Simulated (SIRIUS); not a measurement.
Crystal: HfC.

```
CELL_PARAMETERS angstrom
0.00000 2.32500 2.32500
2.32500 0.00000 2.32500
2.32500 2.32500 0.00000
ATOMIC_POSITIONS crystal
Hf 0.50000 0.50000 0.50000
C 0.00000 0.00000 0.00000
```

```yaml
Program: SIRIUS 7.10.0
Task: single point
Functional: PBEsol
Potentials_or_basis: PseudoDojo 0.4.1 PBEsol standard (scalar relativistic)
Cutoff: 1127 eV
Density_cutoff: 4507 eV
k_mesh: 10 × 10 × 10
Occupations: fermi-dirac, width 0.05 eV
Spin: no spin polarisation
```

On this cell: pressure -6.2 GPa; largest force zero by symmetry; band gap on the k mesh none (metal or under the smearing width).

The same run follows on a disturbed copy (atoms moved at random, drawn with an rms of 0.05 Å):

```
Hf C
1.0
     0.00000    2.32500    2.32500
     2.32500    0.00000    2.32500
     2.32500    2.32500    0.00000
Hf C
1 1
Direct
  0.48872 0.50833 0.48842
  0.99015 0.01910 0.99366
```

Question: What changes?

Answer: The energy (extrapolated to zero smearing) moves by +4.6 meV/atom; pressure -6.0 GPa; largest force 0.360 eV/Å; band gap on the k mesh none (metal or under the smearing width).

Forces in eV/Å, atoms in the order of the input:
```
Hf   0.272  0.114  0.208
C   -0.272 -0.114 -0.208
```

Stress tensor (GPa, compression positive):
```
-5.83 -0.09 -0.16
-0.09 -6.14 -0.07
-0.16 -0.07 -5.99
```
